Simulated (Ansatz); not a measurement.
**Li2S: equation of state with PBE**

The system is Li2S.

```xyz
3
Lattice="0.0000 2.8445 2.8445 2.8445 0.0000 2.8445 2.8445 2.8445 0.0000" Properties=species:S:1:pos:R:3 pbc="T T T"
S     0.0000    0.0000    0.0000
Li    4.2668    4.2668    4.2668
Li    1.4223    1.4223    1.4223
```

```yaml
Program: Ansatz 0.2.0
Task: equation of state
Functional: PBE
Potentials_or_basis: all-electron LAPW, scalar-relativistic
Basis_error_allowed: 0.001 eV/atom
k_mesh: 8 × 8 × 8
Occupations: fermi-dirac, width 0.05 eV
Spin: no spin polarisation
```

* Equilibrium volume: 15.48 Å³/atom
* Bulk modulus: 41 GPa
* Pressure derivative of the bulk modulus: 3.9

Energy against volume, from the lowest point:
```
volume (Å³/atom)  energy (meV/atom)
          14.423              10.04
          14.730               4.80
          15.037               1.51
          15.344               0.00
          15.650               0.10
          15.957               1.66
          16.264               4.54
```

All runs of the series together: 13 s on 2 threads of Arm Neoverse V1, on a shared host.

PBE usually gives volumes a little too large and moduli too small. Zero-point motion and thermal expansion aren't in these numbers.
